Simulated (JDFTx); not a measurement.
# C (P6_3/mmc) in JDFTx: reference runs

How does C come out in PBE? The cell is run as given.

The COD entry that gives the cell may itself be a prediction, so a difference from it is no test against experiment.

All numbers are computed with JDFTx 1.7.0 (patched build); they aren't measurements. Logs are shortened: lines on timing, memory, paths and dates and some standing lists are left out, and cuts for length are marked. The log counts tension as positive stress, the text compression.

### 1 The structure

The structure is hexagonal, space group P6_3/mmc (No. 194). Conventional cell: a = 2.522 Å, b = 2.522 Å, c = 12.356 Å, α = 90.00°, β = 90.00°, γ = 120.00°. C (site symmetry 3m) is surrounded by 4 C at 1.54 Å. Around C (site symmetry 3m) lie 4 C at 1.54 Å. Around C (site symmetry 3m) lie 4 C at 1.54 Å.

This is a hexagonal form of diamond, not graphite.

### 2 Single point, PBE

Contents of C.in:

```
lattice \
    4.7660782589    -2.3830391295     0.0000000000 \
    0.0000000000     4.1275448487     0.0000000000 \
    0.0000000000     0.0000000000    23.3488890780
coords-type Lattice
ion C      0.6666666667     0.3333333333     0.3541700000 1
ion C      0.3333333333     0.6666666667     0.8541700000 1
ion C      0.6666666667     0.3333333333     0.1458300000 1
ion C      0.3333333333     0.6666666667     0.6458300000 1
ion C      0.6666666667     0.3333333333     0.4791700000 1
ion C      0.3333333333     0.6666666667     0.9791700000 1
ion C      0.6666666667     0.3333333333     0.0208300000 1
ion C      0.3333333333     0.6666666667     0.5208300000 1
ion C      0.0000000000     0.0000000000     0.8125000000 1
ion C      0.0000000000     0.0000000000     0.3125000000 1
ion C      0.0000000000     0.0000000000     0.6875000000 1
ion C      0.0000000000     0.0000000000     0.1875000000 1

ion-species pseudo/C.upf
elec-cutoff 41 328
elec-ex-corr gga-PBE
kpoint-folding 12 12 3
elec-smearing Fermi 0.0018374661
elec-n-bands 32
electronic-SCF nIterations 100 energyDiffThreshold 1e-09
electronic-minimize nIterations 30 energyDiffThreshold 1e-7
converge-empty-states yes
forces-output-coords Cartesian

dump-name run.$VAR
dump End Ecomponents EigStats BandEigs Kpoints Forces Stress ElecDensity Dtot KEdensity
```

Potentials or basis: PseudoDojo-SR-PBE-0.5-standard.

The run is started by

```
$ jdftx -c 1 -i C.in -o C.out
```

The program printed:

```text
*************** JDFTx 1.7.0 (patched build) ***************

Input parsed successfully to the following command list (including defaults):
[... the input with its defaults ...]

---------- Setting up symmetries ----------

Found 24 point-group symmetries of the bravais lattice
Found 24 space-group symmetries with basis
Applied RMS atom displacement 2.24675e-10 bohrs to make symmetries exact.

---------- Initializing the Grid ----------
R =
[      4.76608     -2.38304            0  ]
[            0      4.12754            0  ]
[            0            0      23.3489  ]
unit cell volume = 459.324
G =
[    1.31831   0.761129         -0  ]
[          0    1.52226          0  ]
[          0         -0     0.2691  ]
Minimum fftbox size, Smin = [  40  40  192  ]
Chosen fftbox size, S = [  40  40  192  ]

---------- Initializing tighter grid for wavefunction operations ----------
R =
[      4.76608     -2.38304            0  ]
[            0      4.12754            0  ]
[            0            0      23.3489  ]
unit cell volume = 459.324
G =
[    1.31831   0.761129         -0  ]
[          0    1.52226          0  ]
[          0         -0     0.2691  ]
Minimum fftbox size, Smin = [  28  28  136  ]
Chosen fftbox size, S = [  28  28  140  ]

---------- Exchange Correlation functional ----------
Initalized PBE GGA exchange.
Initalized PBE GGA correlation.

---------- Setting up pseudopotentials ----------
Width of ionic core gaussian charges (only for fluid interactions / plotting) set to 0

Reading pseudopotential file 'pseudo/C.upf':
  'C' pseudopotential, 'PBE' functional
  Generated using ONCVPSP code by D. R. Hamann
  4 valence electrons, 2 orbitals, 4 projectors, 1001 radial grid points, with lMax = 1
    2S    l: 0   occupation:  2.0   eigenvalue: -0.505335
    2P    l: 1   occupation:  2.0   eigenvalue: -0.194238
  Core radius for overlap checks: 1.21 bohrs.

Initialized 1 species with 12 total atoms.

Folded 1 k-points by 12x12x3 to 432 k-points.

---------- Setting up k-points, bands, fillings ----------
Reduced to 38 k-points under symmetry.
Computing the number of bands and number of electrons
Calculating initial fillings.
nElectrons:  48.000000   nBands: 32   nStates: 38

----- Setting up reduced wavefunction bases (one per k-point) -----
average nbasis = 5760.049 , ideal nbasis = 5759.556

---------- Setting up ewald sum ----------
Optimum gaussian width for ewald sums = 2.034321 bohr.
[... 26 lines left out ...]
SCF: Cycle:  2   F: -68.672876853623791   dF: -1.981e-03   |Residual|: 1.109e-02   |deigs|: 8.829e-03
	FillingsUpdate:  mu: +0.537239139  nElectrons: 48.000000
SCF: Cycle:  3   F: -68.672916214462887   dF: -3.936e-05   |Residual|: 4.398e-03   |deigs|: 7.282e-04
	FillingsUpdate:  mu: +0.537486400  nElectrons: 48.000000
SCF: Cycle:  4   F: -68.672921898843185   dF: -5.684e-06   |Residual|: 5.118e-04   |deigs|: 2.402e-04
	FillingsUpdate:  mu: +0.537529378  nElectrons: 48.000000
SCF: Cycle:  5   F: -68.672923328094299   dF: -1.429e-06   |Residual|: 2.006e-04   |deigs|: 1.450e-04
	FillingsUpdate:  mu: +0.537525349  nElectrons: 48.000000
SCF: Cycle:  6   F: -68.672923932690964   dF: -6.046e-07   |Residual|: 1.147e-04   |deigs|: 1.409e-04
	FillingsUpdate:  mu: +0.537541137  nElectrons: 48.000000
SCF: Cycle:  7   F: -68.672924217087086   dF: -2.844e-07   |Residual|: 3.633e-05   |deigs|: 1.345e-04
	FillingsUpdate:  mu: +0.537538444  nElectrons: 48.000000
SCF: Cycle:  8   F: -68.672924329341356   dF: -1.123e-07   |Residual|: 1.027e-05   |deigs|: 1.408e-04
	FillingsUpdate:  mu: +0.537537578  nElectrons: 48.000000
SCF: Cycle:  9   F: -68.672924388606660   dF: -5.927e-08   |Residual|: 1.169e-05   |deigs|: 1.348e-04
	FillingsUpdate:  mu: +0.537537477  nElectrons: 48.000000
SCF: Cycle: 10   F: -68.672924411048541   dF: -2.244e-08   |Residual|: 1.143e-05   |deigs|: 1.237e-04
	FillingsUpdate:  mu: +0.537537534  nElectrons: 48.000000
SCF: Cycle: 11   F: -68.672924422182049   dF: -1.113e-08   |Residual|: 1.617e-05   |deigs|: 1.116e-04
	FillingsUpdate:  mu: +0.537536786  nElectrons: 48.000000
SCF: Cycle: 12   F: -68.672924427933609   dF: -5.752e-09   |Residual|: 1.005e-05   |deigs|: 1.065e-04
	FillingsUpdate:  mu: +0.537536676  nElectrons: 48.000000
SCF: Cycle: 13   F: -68.672924430262498   dF: -2.329e-09   |Residual|: 1.040e-05   |deigs|: 9.751e-05
	FillingsUpdate:  mu: +0.537536425  nElectrons: 48.000000
SCF: Cycle: 14   F: -68.672924431351007   dF: -1.089e-09   |Residual|: 1.061e-05   |deigs|: 8.828e-05
	FillingsUpdate:  mu: +0.537536001  nElectrons: 48.000000
SCF: Cycle: 15   F: -68.672924431933254   dF: -5.822e-10   |Residual|: 1.594e-05   |deigs|: 8.951e-05
	FillingsUpdate:  mu: +0.537535965  nElectrons: 48.000000
SCF: Cycle: 16   F: -68.672924432156293   dF: -2.230e-10   |Residual|: 1.435e-05   |deigs|: 8.243e-05
SCF: Converged (|Delta E|<1.000000e-09 for 2 iters).

Setting wave functions to eigenvectors of Hamiltonian
Converging empty states (this may take a while):
EmptyStates: None of the convergence criteria satisfied.
|deigs|: 1.686e-03

# Stress tensor in Cartesian coordinates [Eh/a0^3]:
[  1.96766e-05            0            0  ]
[            0  1.96766e-05            0  ]
[            0            0 -0.000258117  ]

# Ionic positions in lattice coordinates:
ion C   0.666666666666667   0.333333333333333   0.354170000000000 1
ion C   0.333333333333333   0.666666666666667   0.854170000000000 1
ion C   0.666666666666667   0.333333333333333   0.145830000000000 1
ion C   0.333333333333333   0.666666666666667   0.645830000000000 1
ion C   0.666666666666667   0.333333333333333   0.479170000000000 1
ion C   0.333333333333333   0.666666666666667   0.979170000000000 1
ion C   0.666666666666667   0.333333333333333   0.020830000000000 1
ion C   0.333333333333333   0.666666666666667   0.520830000000000 1
ion C   0.000000000000000  -0.000000000000000   0.812500000000000 1
ion C  -0.000000000000000   0.000000000000000   0.312500000000000 1
ion C   0.000000000000000  -0.000000000000000   0.687500000000000 1
ion C  -0.000000000000000   0.000000000000000   0.187500000000000 1

# Forces in Cartesian coordinates:
force C   0.000000000000000   0.000000000000000   0.006038037238070 1
force C   0.000000000000000  -0.000000000000000   0.006038037238070 1
force C  -0.000000000000000  -0.000000000000000  -0.006038037238070 1
force C   0.000000000000000   0.000000000000000  -0.006038037238070 1
force C  -0.000000000000000  -0.000000000000000  -0.000518841372374 1
force C   0.000000000000000   0.000000000000000  -0.000518841372374 1
force C   0.000000000000000  -0.000000000000000   0.000518841372374 1
force C  -0.000000000000000   0.000000000000000   0.000518841372374 1
force C  -0.000000000000000  -0.000000000000000   0.006416911064920 1
force C   0.000000000000000  -0.000000000000000   0.006416911064920 1
force C   0.000000000000000  -0.000000000000000  -0.006416911064920 1
force C   0.000000000000000  -0.000000000000000  -0.006416911064920 1

# Energy components:
   Eewald =      -76.6856351703163739
       EH =        5.8294192424128601
     Eloc =      -22.7700650990930598
      Enl =       -3.3969099343794431
      Exc =      -26.0410755915562220
 Exc_core =        3.5510152377494264
       KE =       50.8403268830265489
-------------------------------------
     Etot =      -68.6729244321562646
       TS =        0.0000000000000290
-------------------------------------
        F =      -68.6729244321562931

IonicMinimize: Iter:   0  F: -68.672924432156293  |grad|_K:  2.942e-03
IonicMinimize: None of the convergence criteria satisfied after 0 iterations.

#--- Lowdin population analysis ---
# oxidation-state C +0.020 +0.020 +0.020 +0.020 +0.015 +0.015 +0.015 +0.015 +0.009 +0.009 +0.009 +0.009

Dumping 'run.eigStats' ...
	eMin: -0.299128 at state 0 ( [ +0.000000 +0.000000 +0.000000 ] spin 0 )
	HOMO: +0.494297 at state 0 ( [ +0.000000 +0.000000 +0.000000 ] spin 0 )
	mu  : +0.537536
	LUMO: +0.657261 at state 8 ( [ +0.000000 +0.333333 +0.000000 ] spin 0 )
	eMax: +0.907041 at state 37 ( [ +0.333333 +0.333333 +0.333333 ] spin 0 )
	HOMO-LUMO gap: +0.162964
	Optical gap  : +0.196087 at state 0 ( [ +0.000000 +0.000000 +0.000000 ] spin 0 )
WARNING: the last solve of the electrons (or of bands or displaced states from it) ended unconverged.
Done!
[note: mu as printed may lie anywhere between the filled and the empty levels]
```

Run time: 6.2 min. Hardware: 1 thread of Arm Neoverse V2, shared host; peak memory 0.54 GiB.

Results:

| Item | Value |
| --- | --- |
| Free energy | -1868.6855 eV |
| Pressure | 2.1 GPa |
| Largest force | 0.330 eV/Å |
| Band gap on the k mesh | 4.43 eV, indirect (least direct gap 5.34 eV) |

Forces in eV/Å, atoms in the order of the input:
```
C    0.000  0.000  0.310
C    0.000  0.000  0.310
C    0.000  0.000 -0.310
C    0.000  0.000 -0.310
C    0.000  0.000 -0.027
C    0.000  0.000 -0.027
C    0.000  0.000  0.027
C    0.000  0.000  0.027
C    0.000  0.000  0.330
C    0.000  0.000  0.330
C    0.000  0.000 -0.330
C    0.000  0.000 -0.330
```

Stress tensor (GPa, compression positive):
```
-0.58  0.00  0.00
 0.00 -0.58  0.00
 0.00  0.00  7.59
```

Levels at points of the mesh, in eV from the valence-band top:
| k point | band 20 | band 21 | band 22 | band 23 | band 24 | band 25 | band 26 | band 27 |
| --- | --- | --- | --- | --- | --- | --- | --- | --- |
| (0.00, 0.00, 0.00) | -0.99 | -0.99 | -0.15 | 0.00 | 0.00 | 5.34 | 5.34 | 5.70 |
| (0.00, 0.50, 0.00) | -4.32 | -4.07 | -4.07 | -3.64 | -2.90 | 4.59 | 5.16 | 5.32 |

Caveat: the empty levels aren't tightly converged; an odd mesh through Γ misses points on the zone boundary, where band edges often lie.
